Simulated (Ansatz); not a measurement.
# From the elastic tensor of Ti at 11 GPa (stress–strain coefficients) to moduli and sound speeds

Theory: DFT PBE, scalar-relativistic, plane waves, PAW (Ansatz). Cutoff 420 eV, 12×12×14 k-points (Γ-centred), Fermi-Dirac smearing of 0.15 eV. No spin polarisation.

Symmetry: P6/mmm, No. 191, hexagonal system. The conventional cell has a = 4.455 Å, b = 4.455 Å, c = 2.756 Å, α = 90.00°, β = 90.00°, γ = 120.00°. Ti (site symmetry 6/mmm) is surrounded by 14 Ti at 2.76 to 2.92 Å. Around Ti (site symmetry -6m2) lie 11 Ti at 2.57 to 2.92 Å.

In a metal, frequencies and elastic constants depend on the k mesh and the smearing, soft modes and shear constants most. Other phases may be more stable at this pressure.

Relaxed-ion constants (GPa, on the Cartesian axes of the calculation):
```
235.8 116.1  83.5   0.0   0.0   0.0
116.1 235.8  83.5   0.0   0.0   0.0
 83.5  83.5 293.9   0.0   0.0   0.0
  0.0   0.0   0.0  55.4   0.0   0.0
  0.0   0.0   0.0   0.0  55.4   0.0
  0.0   0.0   0.0   0.0   0.0  59.9
```

Density 5.034 g/cm³; 3 atoms in 47.36 Å³.

The values that follow are for a polycrystal of randomly turned grains, by Hill's mean where one number stands.

With S = C⁻¹: B_V = (C11+C22+C33+2(C12+C13+C23))/9, G_V = (C11+C22+C33−C12−C13−C23+3(C44+C55+C66))/15, 1/B_R = S11+S22+S33+2(S12+S13+S23), 15/G_R = 4(S11+S22+S33−S12−S13−S23)+3(S44+S55+S66); Hill is their mean. Then v_l = √((B+4G/3)/ρ), v_t = √(G/ρ), v_m = [(2/v_t³+1/v_l³)/3]^(−1/3) and Θ = (ħ/k_B)·v_m·(6π²n/V)^(1/3) for n atoms in the volume V; E = 9BG/(3B+G), ν = (3B−2G)/(2(3B+G)) and A^U = 5G_V/G_R + B_V/B_R − 6.

| Property | Result |
| --- | --- |
| Bulk modulus, Voigt / Reuss / Hill | 148.0 / 147.7 / 147.9 GPa |
| Shear modulus, Voigt / Reuss / Hill | 66.3 / 62.9 / 64.6 GPa |
| Young's modulus | 169 GPa |
| Poisson ratio | 0.309 |
| Pugh ratio B/G | 2.29 |
| Universal anisotropy index | 0.27 |
| Longitudinal and transverse sound speeds | 6818 and 3583 m/s |
| Debye temperature from the mean sound speed | 475 K |

This form isn't the element's structure at ambient conditions.

Cost: 1 run of about 3.7 core-minutes, on Intel Xeon 6975P-C (Granite Rapids) (shared hosts).

This is the ω structure of titanium, and it is clearly stiffer along c (C33 = 293.9 GPa) than in the basal plane (C11 = 235.8 GPa). Every atom has a neighbour directly above and below it at the c repeat, so axial strain compresses these contacts head-on. The open honeycomb layers, despite their shorter bonds, can accommodate in-plane distortion partly by bond bending and sublattice shifts. Symmetry allows such internal relaxation to lower C11 and C66 but not C33, which probably adds to the contrast.

The bulk response is nonetheless almost isotropic, as the close Voigt and Reuss bulk moduli show, because the stronger lateral coupling within the basal plane offsets its lower C11. The remaining anisotropy is therefore mainly one of shear. It doesn't come from C44 and C66, which are similar, but from the greater resistance to stretching along c while compressing across it.

The constants satisfy the elastic stability conditions for a hexagonal crystal, but this covers only homogeneous strain and doesn't exclude a phonon instability at finite wavevector.
